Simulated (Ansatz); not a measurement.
A relaxation computed with Ansatz, from input to last step.

```yaml
crystal:
  lattice:
    - [-2.7079443251, 2.7079443251, 5.407033309]
    - [2.7079443251, -2.7079443251, 5.407033309]
    - [2.7079443251, 2.7079443251, -5.407033309]
  atoms:
    - { symbol: Zn, position: [0.25, 0.75, 0.5] }
    - { symbol: Cu, position: [0.0, 0.0, 0.0] }
    - { symbol: Cu, position: [0.75, 0.25, 0.5] }
    - { symbol: Sn, position: [0.5, 0.5, 0.0] }
    - { symbol: S, position: [0.3711002214, 0.8956013553, 1.0079414306] }
    - { symbol: S, position: [0.1043986447, 0.1123400753, 0.4754988661] }
    - { symbol: S, position: [0.8876599247, 0.3631587908, -0.0079414306] }
    - { symbol: S, position: [0.6368412092, 0.6288997786, 0.5245011339] }
basis:
  ecutwfc: 420
kpoints:
  mp_grid: { grid: [10, 10, 10] }
hamiltonian:
  xc: pbe
scf:
  occupations: { method: gaussian, width: 0.1 }
output:
  forces: true
  stress: true
  eigenvalues: true
relax:
  adjacent_minimum: "off"
  f_tol: 0.01
  max_steps: 30
  cell: { stress_tol: 0.1, fix: [volume] }
```

```bash
ansatz run input.yaml --threads 2 --pin off --max-ram 5120MiB --backend cpu --events-out ev --progress --plain --runs-dir out
```

Level of theory: DFT PBE, scalar-relativistic, plane waves, PAW in Ansatz.

The volume is held at 0.97 times that of the relaxed cell.

Of 4 frames 3 are shown, positions in Å and forces in eV/Å; the SCF threshold varies from step to step. Steps run on the plane waves of an earlier cell, with a Pulay correction in the pressure. The basis is chosen afresh for the last frame, the zero of the energies, and at times for earlier ones too; energy and pressure step there, also at an unchanged geometry.

```xyz
8
Lattice="-2.7079 2.7079 5.4070 2.7079 -2.7079 5.4070 2.7079 2.7079 -5.4070" Properties=species:S:1:pos:R:3:forces:R:3 pbc="T T T" step=1 free_energy_over_end_meV_per_atom=0.11 pressure_GPa=2.27
Zn    2.7079    0.0000    2.7035    0.0000    0.0000    0.0000
Cu    0.0000    0.0000    0.0000    0.0000    0.0000    0.0000
Cu    0.0000    2.7079    2.7035    0.0000    0.0000    0.0000
Sn    0.0000    0.0000    5.4070    0.0000    0.0000    0.0000
S     4.1498    1.3091    1.3991    0.0422   -0.0384    0.0356
S     1.3091    1.2661   -1.3991   -0.0384   -0.0422   -0.0356
S    -1.4418    1.3988    6.8062   -0.0422    0.0384    0.0356
S     1.3988    1.4418    4.0079    0.0384    0.0422   -0.0356
8
Lattice="-2.7070 2.7070 5.4107 2.7070 -2.7070 5.4107 2.7070 2.7070 -5.4107" Properties=species:S:1:pos:R:3:forces:R:3 pbc="T T T" step=2 free_energy_over_end_meV_per_atom=0.01 pressure_GPa=2.23
Zn    2.7070    0.0000    2.7053    0.0000    0.0000    0.0000
Cu    0.0000    0.0000    0.0000    0.0000    0.0000    0.0000
Cu    0.0000    2.7070    2.7053    0.0000    0.0000    0.0000
Sn    0.0000    0.0000    5.4107    0.0000    0.0000    0.0000
S     4.1512    1.3059    1.4027    0.0139   -0.0084    0.0026
S     1.3059    1.2628   -1.4027   -0.0084   -0.0139   -0.0026
S    -1.4442    1.4012    6.8134   -0.0139    0.0084    0.0026
S     1.4012    1.4442    4.0080    0.0084    0.0139   -0.0026
8
Lattice="-2.7065 2.7065 5.4130 2.7065 -2.7065 5.4130 2.7065 2.7065 -5.4130" Properties=species:S:1:pos:R:3:forces:R:3 pbc="T T T" step=4 free_energy_over_end_meV_per_atom=0.00 pressure_GPa=2.22
Zn    2.7065    0.0000    2.7065    0.0000    0.0000    0.0000
Cu    0.0000    0.0000    0.0000    0.0000    0.0000    0.0000
Cu    0.0000    2.7065    2.7065    0.0000    0.0000    0.0000
Sn    0.0000    0.0000    5.4130    0.0000    0.0000    0.0000
S     4.1516    1.3047    1.4037    0.0027    0.0002   -0.0028
S     1.3047    1.2614   -1.4037    0.0002   -0.0027    0.0028
S    -1.4451    1.4017    6.8166   -0.0027   -0.0002   -0.0028
S     1.4017    1.4451    4.0093   -0.0002    0.0027    0.0028
```

It took 2.6 min on 2 threads of Intel(R) Xeon(R) Platinum 8488C (Sapphire Rapids), on a shared host, peak memory 1.2 GiB.